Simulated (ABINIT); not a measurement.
# Al2Cu (I4/mmm) in ABINIT: a series of runs

The runs below take Al2Cu through relaxation of cell and atoms, with LDA, PBEsol.

Program: ABINIT 10.8.3 (patched build). These are calculated values, not measurements. Logs are shortened: lines on timing, memory, paths and dates and some standing lists are left out, and cuts for length are marked. The log counts tension as positive stress, the text compression.

## (1) Starting point

The structure is tetragonal, space group I4/mmm (No. 139). Conventional cell: a = 4.061 Å, b = 4.061 Å, c = 5.702 Å, α = 90.00°, β = 90.00°, γ = 90.00°. Cu (site symmetry 4/mmm) has 8 Al at 2.48 Å as nearest neighbours. Al (site symmetry -4m2) has 4 Cu at 2.48 Å and 2 Al at 2.85 Å as nearest neighbours.

The cell comes from a database or a generator and needn't be the stable form of this composition.

## (2) Relaxation of cell and atoms, LDA

run.abi reads:

```
# Pseudopotentials
pp_dirpath "./"
pseudos "Cu.LDA_PW-JTH.xml, Al.LDA_PW-JTH.xml"

# Structure
acell 3*1.0
rprim
    -3.8367818156     3.8367818156     5.3877868156
     3.8367818156    -3.8367818156     5.3877868156
     3.8367818156     3.8367818156    -5.3877868156
ntypat 2
znucl 29 13
natom 3
typat 1 2 2
xred
     0.5000000000     0.5000000000     0.0000000000
     0.2500000000     0.7500000000     0.5000000000
     0.7500000000     0.2500000000     0.5000000000
chkprim 0
chksymtnons 0
tolsym 1.0e-6

# Plane-wave basis
ecut 26.0
pawecutdg 48.0

# k points
kptopt 1
ngkpt 9 9 9
nshiftk 1
shiftk 0.0 0.0 0.0

# Exchange and correlation
ixc 7

# Bands and occupations
nband 17
occopt 3
tsmear 0.00183747

# SCF cycle
nstep 100
tolvrs 1.0e-9

# Output
iomode 3
prtwf 0
prtden 0
prteig 0
prtebands 0
enunit 2

# Relaxation
ionmov 22
ntime 60
tolmxf 0.0002
optcell 2
dilatmx 1.08
ecutsm 0.5
```

Potentials or basis: JTH PAW LDA v2.0.

The run is started by

```console
> mpirun --bind-to none -np 4 abinit run.abi > log 2>&1
```

run.abo:

```text
.Version 10.8.3 of ABINIT
 Symmetries : space group I4/m m m (#139); Bravais tI (body-center tetrag.)
================================================================================
 Values of the parameters that define the memory need of the present run
     intxc =       0    ionmov =      22      iscf =      17    lmnmax =      18
     lnmax =       6     mgfft =      40  mpssoang =       3    mqgrid =    3001
     natom =       3  nloc_mem =       2    nspden =       1   nspinor =       1
    nsppol =       1      nsym =      16    n1xccc =       1    ntypat =       2
    occopt =       3   xclevel =       1
       mpw =        2573          nfft =       64000          nkpt =          75
Pmy_natom=         1
 PAW method is used; the additional fine FFT grid is defined by:
   mgfftf=        54    nfftf =    157464
================================================================================
================================================================================

--------------------------------------------------------------------------------
------------- Echo of variables that govern the present computation ------------
--------------------------------------------------------------------------------
 -outvars: echo values of preprocessed input variables --------
            acell      1.0000000000E+00  1.0000000000E+00  1.0000000000E+00 Bohr
              amu      6.35460000E+01  2.69815390E+01
          chkprim           0
      chksymtnons           0
          dilatmx      1.08000000E+00
             ecut      2.60000000E+01 Hartree
           ecutsm      5.00000000E-01 Hartree
           enunit           2
           ionmov          22
                       outvar_i_n : Printing only first  50 k-points.
              ixc           7
                       outvar_i_n : Printing only first  50 k-points.
         kptrlatt        9    0    0      0    9    0      0    0    9
          kptrlen      6.88191320E+01
            natom           3
            nband          17
            ngfft          40      40      40
          ngfftdg          54      54      54
             nkpt          75
            nstep         100
             nsym          16
            ntime          60
           ntypat           2
                       prtocc : prtvol=0, do not print more k-points.
           occopt           3
          optcell           2
        pawecutdg      4.80000000E+01 Hartree
           prtden           0
        prtebands           0
           prteig           0
            prtwf           0
            rprim     -3.8367818156E+00  3.8367818156E+00  5.3877868156E+00
                       3.8367818156E+00 -3.8367818156E+00  5.3877868156E+00
                       3.8367818156E+00  3.8367818156E+00 -5.3877868156E+00
          spgroup         139
           tolmxf      2.00000000E-04
           tolsym      1.00000000E-06
           tolvrs      1.00000000E-09
           tsmear      1.83747000E-03 Hartree
            typat      1  2  2
           useylm           1
                       outvars : Printing only first  50 k-points.
           xangst      1.4181901980E-17  1.4181901980E-17  2.8510939981E+00
                       2.0303374986E+00  0.0000000000E+00  1.4255469990E+00
                       0.0000000000E+00  2.0303374986E+00  1.4255469990E+00
            xcart      2.6799910687E-17  2.6799910687E-17  5.3877868156E+00
                       3.8367818156E+00  0.0000000000E+00  2.6938934078E+00
                       0.0000000000E+00  3.8367818156E+00  2.6938934078E+00
             xred      5.0000000000E-01  5.0000000000E-01  6.9849973167E-18
                       2.5000000000E-01  7.5000000000E-01  5.0000000000E-01
                       7.5000000000E-01  2.5000000000E-01  5.0000000000E-01
            znucl       29.00000   13.00000

================================================================================

 chkinp: Checking input parameters for consistency.

================================================================================
== DATASET  1 ==================================================================

--- !DatasetInfo
iteration_state: {dtset: 1, }
dimensions: {natom: 3, nkpt: 75, mband: 17, nsppol: 1, nspinor: 1, nspden: 1, mpw: 2573, }
cutoff_energies: {ecut:  26.0, pawecutdg:  48.0, }
[... 41 lines left out ...]

   6.78579026E+02                                ecore*ucvol(ha*bohr**3)
--------------------------------------------------------------------------------

================================================================================

=== [ionmov=22] Limited-memory Broyden-Fletcher-Goldfarb-Shanno method
================================================================================

--- Iteration: ( 1/60) Internal Cycle: (1/1)
--------------------------------------------------------------------------------

---SELF-CONSISTENT-FIELD CONVERGENCE--------------------------------------------
[... 748 lines left out ...]
 Difference of energy with previous step (new-old):
           Absolute (Ha)=-3.60154E-07
           Relative     =-1.77951E-09

 At Broyd/MD step   7, gradients are converged :
  max grad (force/stress) = 2.6155E-05 < tolmxf= 2.0000E-04 ha/bohr (free atoms)

================================================================================

 ----iterations are completed or convergence reached----

 Mean square residual over all n,k,spin=   15.897E-10; max=  14.801E-07
 reduced coordinates (array xred) for    3 atoms
       0.500000000000      0.500000000000      0.000000000000
       0.250000000000      0.750000000000      0.500000000000
       0.750000000000      0.250000000000      0.500000000000
 rms dE/dt=  5.1962E-30; max dE/dt=  8.2830E-30; dE/dt below (all hartree)
    1      -0.000000000000     -0.000000000000     -0.000000000000
    2       0.000000000000     -0.000000000000     -0.000000000000
    3       0.000000000000      0.000000000000     -0.000000000000

 cartesian coordinates (angstrom) at end:
    1     -0.00000000000000     0.00000000000000     2.83380272382727
    2      2.00422005450794    -0.00000000000000     1.41690136191364
    3     -0.00000000000000     2.00422005450794     1.41690136191364

 cartesian forces (hartree/bohr) at end:
    1     -0.00000000000000     0.00000000000000     0.00000000000000
    2      0.00000000000000    -0.00000000000000     0.00000000000000
    3     -0.00000000000000     0.00000000000000    -0.00000000000000
 frms,max,avg= 5.3443881E-31 1.0067066E-30   0.000E+00  0.000E+00  0.000E+00 h/b

 cartesian forces (eV/Angstrom) at end:
    1     -0.00000000000000     0.00000000000000     0.00000000000000
    2      0.00000000000000    -0.00000000000000     0.00000000000000
    3     -0.00000000000000     0.00000000000000    -0.00000000000000
 frms,max,avg= 2.7481948E-29 5.1766934E-29   0.000E+00  0.000E+00  0.000E+00 e/A
 length scales=  7.574062372877  7.574062372877  7.574062372877 bohr
              =  4.008021198965  4.008021198965  4.008021198965 angstroms
 Fermi (or HOMO) energy (hartree) =   0.29157   Average Vxc (hartree)=  -0.37951
 Eigenvalues (hartree) for nkpt=  75  k points:
 kpt#   1, nband= 17, wtk=  0.00137, kpt=  0.0000  0.0000  0.0000 (reduced coord)
  -3.86779   -2.31678   -2.31678   -2.31678   -0.09304    0.11739    0.11739    0.11739
   0.13934    0.13936    0.39939    0.39939    0.39945    0.40547    0.40556    0.40556
   0.45824
      occupation numbers for kpt#   1
   2.00000    2.00000    2.00000    2.00000    2.00000    2.00000    2.00000    2.00000
   2.00000    2.00000    0.00000    0.00000    0.00000    0.00000    0.00000    0.00000
   0.00000
 prteigrs : prtvol=0 or 1, do not print more k-points.

 Fermi (or HOMO) energy (eV) =   7.93413   Average Vxc (eV)= -10.32705
 Eigenvalues (   eV  ) for nkpt=  75  k points:
 kpt#   1, nband= 17, wtk=  0.00137, kpt=  0.0000  0.0000  0.0000 (reduced coord)
-105.24804  -63.04279  -63.04279  -63.04275   -2.53182    3.19426    3.19444    3.19444
   3.79176    3.79205   10.86801   10.86801   10.86957   11.03347   11.03585   11.03585
  12.46944
 prteigrs : prtvol=0 or 1, do not print more k-points.

--- !EnergyTerms
iteration_state     : {dtset: 1, itime: 7, icycle: 1, }
comment             : Components of total free energy in Hartree
kinetic             :  1.27304662099450E+01
hartree             :  7.06942064337558E+01
xc                  : -4.99203842395206E+00
Ewald energy        : -9.05606319356712E+01
psp_core            :  2.20842888457325E+00
local_psp           : -1.61912090564807E+02
PAW spherical_terms : -3.05575914202103E+01
internal            : -2.02389250816366E+02
'-kT*entropy'       : -4.88120981379172E-04
total_energy        : -2.02389738937348E+02
total_energy_eV     : -5.50730535844742E+03
...

--- !EnergyTermsDC
iteration_state     : {dtset: 1, itime: 7, icycle: 1, }
comment             : '"Double-counting" decomposition of free energy'
band_energy         : -1.93725675286402E+01
Ewald energy        : -9.05606319356712E+01
psp_core            :  2.20842888457325E+00
xc_dc               : -6.97978957060538E+01
PAW spherical_terms : -2.48665834482166E+01
internal            : -2.02389249734009E+02
'-kT*entropy'       : -4.88120981379172E-04
total_energy_dc     : -2.02389737854990E+02
total_energy_dc_eV  : -5.50730532899497E+03
...

--- !EnergyTermsWithPAWCore
iteration_state     : {dtset: 1, itime: 7, icycle: 1, }
comment             : 'Components of total free energy, including PAW core contributions'
Total energy        : -2.13630145536404E+03
Total energy DC     : -2.13630145428169E+03
Total energy (eV)   : -5.81317240397624E+04
Total energy DC (eV): -5.81317240103099E+04
...

 Cartesian components of stress tensor (hartree/bohr^3)
  sigma(1 1)=  2.61554868E-07  sigma(3 2)=  0.00000000E+00
  sigma(2 2)=  2.61554868E-07  sigma(3 1)=  0.00000000E+00
  sigma(3 3)=  1.01404880E-07  sigma(2 1)=  0.00000000E+00

-Cartesian components of stress tensor (GPa)         [Pressure= -6.1246E-03 GPa]
- sigma(1 1)=  7.69520989E-03  sigma(3 2)=  0.00000000E+00
- sigma(2 2)=  7.69520989E-03  sigma(3 1)=  0.00000000E+00
- sigma(3 3)=  2.98343459E-03  sigma(2 1)=  0.00000000E+00

== END DATASET(S) ==============================================================
================================================================================

 -outvars: echo values of variables after computation  --------
            acell      7.5740623729E+00  7.5740623729E+00  7.5740623729E+00 Bohr
           etotal     -2.0238973785E+02
            fcart     -2.9506917212E-31  1.5621309112E-31  4.9103302054E-31
                       1.0067065872E-30 -5.2071030373E-31  4.9103302054E-32
                      -7.1163741510E-31  3.6449721261E-31 -5.4013632260E-31
            rprim     -5.0005225896E-01  5.0005225896E-01  7.0703286813E-01
                       5.0005225896E-01 -5.0005225896E-01  7.0703286813E-01
                       5.0005225896E-01  5.0005225896E-01 -7.0703286813E-01
           strten      2.6155486799E-07  2.6155486798E-07  1.0140488046E-07
                       0.0000000000E+00  0.0000000000E+00  0.0000000000E+00
           xangst     -4.5600430690E-16  4.8400325031E-16  2.8338027238E+00
                       2.0042200545E+00 -1.1750094465E-16  1.4169013619E+00
                      -1.0575085019E-15  2.0042200545E+00  1.4169013619E+00
             xred      5.0000000000E-01  5.0000000000E-01  6.9849973167E-18
                       2.5000000000E-01  7.5000000000E-01  5.0000000000E-01
                       7.5000000000E-01  2.5000000000E-01  5.0000000000E-01
 Calculation completed.
```

Run time: 3.2 min. Hardware: 4 MPI ranks of Intel Xeon Platinum 8488C (Sapphire Rapids), shared host; peak memory 0.52 GiB.

Results:

```yaml
Free_energy: -5507.3053 eV
Relaxed_volume: 15.18 Å³/atom
Relaxed_cell: a = 4.008 Å, b = 4.008 Å, c = 4.008 Å, α = 119.99°, β = 119.99°, γ = 90.01°
Space_group_after_relaxing_to_0.05_Å: Fm-3m (No. 225)
Energy_gained_by_relaxing: 5.3 meV/atom
Ionic_steps: 7
Pressure_after_relaxing: 0.0 GPa
Band_gap_on_the_k_mesh: none (metal or under the smearing width)
Valence_electrons_inside_the_program's_atomic_spheres: Cu 17.50; Al 0.77
```

The path:
```
step  energy change (eV)  largest force (eV/Å)  pressure (GPa)  volume (Å³)
   1              0.0000                0.0000           -3.32        47.01
   2             -0.0084                0.0000           -2.32        46.54
   3             -0.0158                0.0000            0.13        45.48
   4             -0.0159                0.0000            0.00        45.53
   5             -0.0159                0.0000           -0.03        45.54
   6             -0.0159                0.0000           -0.06        45.55
   7             -0.0159                0.0000           -0.01        45.53
```

Final structure:
```
Cu Al
1.0
    -2.00422    2.00422    2.83380
     2.00422   -2.00422    2.83380
     2.00422    2.00422   -2.83380
Cu Al
1 2
Direct
  0.50000 0.50000 0.00000
  0.25000 0.75000 0.50000
  0.75000 0.25000 0.50000
```

## (3) Relaxation of cell and atoms, PBEsol

run.abi: that of step 2 with these lines changed.

```diff
@@ -2,3 +2,3 @@
 pp_dirpath "./"
-pseudos "Cu.LDA_PW-JTH.xml, Al.LDA_PW-JTH.xml"
+pseudos "Cu.upf, Al.upf"
 
@@ -23,4 +23,3 @@
 # Plane-wave basis
-ecut 26.0
-pawecutdg 48.0
+ecut 46.0
 
@@ -28,3 +27,3 @@
 kptopt 1
-ngkpt 9 9 9
+ngkpt 6 6 6
 nshiftk 1
@@ -33,3 +32,3 @@
 # Exchange and correlation
-ixc 7
+ixc -116133
 
@@ -42,3 +41,3 @@
 nstep 100
-tolvrs 1.0e-9
+tolvrs 1.0e-10
 
@@ -51,5 +50,6 @@
 enunit 2
+prtvol 2
 
 # Relaxation
-ionmov 22
+ionmov 2
 ntime 60
```

Potentials or basis: PseudoDojo NC SR PBEsol v0.4.1 standard.

The run is started by

```console
> mpirun --bind-to none -np 4 abinit run.abi > log 2>&1
```

Run time: 2.6 min. Hardware: 4 MPI ranks of Intel Xeon Platinum 8488C (Sapphire Rapids), shared host; peak memory 0.48 GiB.

It converged, with:

| Item | Value |
| --- | --- |
| Free energy | -5282.2777 eV |
| Relaxed volume | 15.60 Å³/atom |
| Relaxed cell | a = 4.044 Å, b = 4.044 Å, c = 4.044 Å, α = 119.93°, β = 119.93°, γ = 90.12° |
| Space group after relaxing (to 0.05 Å) | Fm-3m (No. 225) |
| Energy gained by relaxing | 0.1 meV/atom |
| Ionic steps | 5 |
| Pressure after relaxing | 0.0 GPa |
| Band gap on the k mesh | none (metal or under the smearing width) |
| Valence electrons inside the program's atomic spheres | Cu 17.43; Al 0.90 |

The path:
| step | energy change (eV) | largest force (eV/Å) | pressure (GPa) | volume (Å³) |
| --- | --- | --- | --- | --- |
| 1 | 0.0000 | 0.0000 | -0.44 | 47.01 |
| 2 | -0.0002 | 0.0000 | -0.30 | 46.95 |
| 3 | -0.0003 | 0.0000 | 0.02 | 46.81 |
| 4 | -0.0003 | 0.0000 | 0.03 | 46.81 |
| 5 | -0.0004 | 0.0000 | 0.03 | 46.81 |

Final structure:
```
Cu Al
1.0
    -2.02408    2.02408    2.85627
     2.02408   -2.02408    2.85627
     2.02408    2.02408   -2.85627
Cu Al
1 2
Direct
  0.50000 0.50000 0.00000
  0.25000 0.75000 0.50000
  0.75000 0.25000 0.50000
```

Levels at points of the mesh, in eV from the Fermi level:
```
           k point  band 9  band 10  band 11  band 12  band 13  band 14  band 15  band 16  band 17
(0.00, 0.00, 0.00)   -3.92    -3.92     2.92     2.92     2.93     3.06     3.08     3.08     4.45
(0.50, 0.00, 0.00)   -3.90    -3.85    -3.85     0.63     0.65     3.05     3.06     3.92     4.46
(0.50, 0.50, 0.00)   -3.99    -3.75    -3.68    -1.98    -1.96     0.53     1.57     9.13    10.78
(0.50, 0.50, 0.50)   -3.99    -3.75    -3.67    -1.98    -1.98     0.51     1.56     9.13    10.81
```

Caveat: the k mesh is coarse (spacing up to 0.36 Å⁻¹), so the values aren't converged.
